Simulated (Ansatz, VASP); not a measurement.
ZrB2: VASP beside Ansatz

```
Zr B
1.0
     3.14103    0.00000    0.00000
    -1.57052    2.72021    0.00000
     0.00000    0.00000    3.50227
Zr B
1 2
Direct
  0.00000 0.00000 0.00000
  0.33333 0.66667 0.50000
  0.66667 0.33333 0.50000
```

Alike in both runs: functional PBE; k mesh 15 × 15 × 12; occupations gaussian, width 0.1 eV; no spin polarisation.

Ansatz relaxed the structure, and its values are those at the end. VASP's run is a single point on that final structure, the one shown.

|  | VASP | Ansatz |
| --- | --- | --- |
| version | VASP 6.6.1 | Ansatz 0.2.0 |
| potentials or method | VASP PAW PBE potentials, release 64 (Zr_sv, B) | scalar-relativistic, plane waves, PAW |
| plane-wave cutoff (eV) | 520 | 420 |
| valence electrons in the cell | 18 | 18 |

VASP gave:

```
gap on the k mesh at the Fermi level (eV) : none
pressure (GPa)                            : 7.8
```

Problem. What did Ansatz give for the same quantities?

Solution. gap on the k mesh at the Fermi level (eV): none; pressure (GPa): 7.7.

A gap of «none» marks a metal or a gap that the smearing closes. The functional is the same, so the differences come from potentials, cutoffs and numerics.
